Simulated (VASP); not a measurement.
Input:

```
NaBr
1.0
    0.00000     2.98500     2.98500
    2.98500     0.00000     2.98500
    2.98500     2.98500     0.00000
Na Br
1 1
Direct
  0.00000   0.00000   0.00000
  0.50000   0.50000   0.50000
```

Computed with LDA (Ceperley-Alder, Perdew-Zunger), VASP's LDA PAW potentials (set 64) (plane waves; VASP). Run with 400 eV cut-off, 7×7×7 Γ-centred mesh, Gaussian smearing of 0.050 eV, potentials Na_pv Br.

Energy and stress use the plane-wave basis of the starting cell.

### Question
The ions, cell shape and volume are relaxed. Give the cell that the relaxation ends in.

### Answer

```
NaBr
1.0
    0.00000     2.88918     2.88918
    2.88918     0.00000     2.88918
    2.88918     2.88918     0.00000
Na Br
1 1
Direct
  0.00000   0.00000   0.00000
  0.50000   0.50000   0.50000
```
Space group Fm-3m (225), at a tolerance of 0.03 Å.

### Question
How do energy and volume change from the first to the last step?

### Answer
The energy (σ→0) changes by -18.4 meV/atom and the volume by -9.3 %, in 4 ionic steps.

| step | E(σ→0) (eV) | max force (eV/Å) | pressure (GPa) | volume (Å³) |
|---|---|---|---|---|
| 1 | -6.7188 | 0.000 | -2.14 | 53.19 |
| 2 | -6.7470 | 0.000 | -1.21 | 50.51 |
| 3 | -6.7547 | 0.000 | 0.43 | 47.50 |
| 4 | -6.7556 | 0.000 | -0.01 | 48.23 |

The compound is NaBr in the rock salt structure. This run relaxes it. Symmetry was kept, so distortions that lower it aren't found.
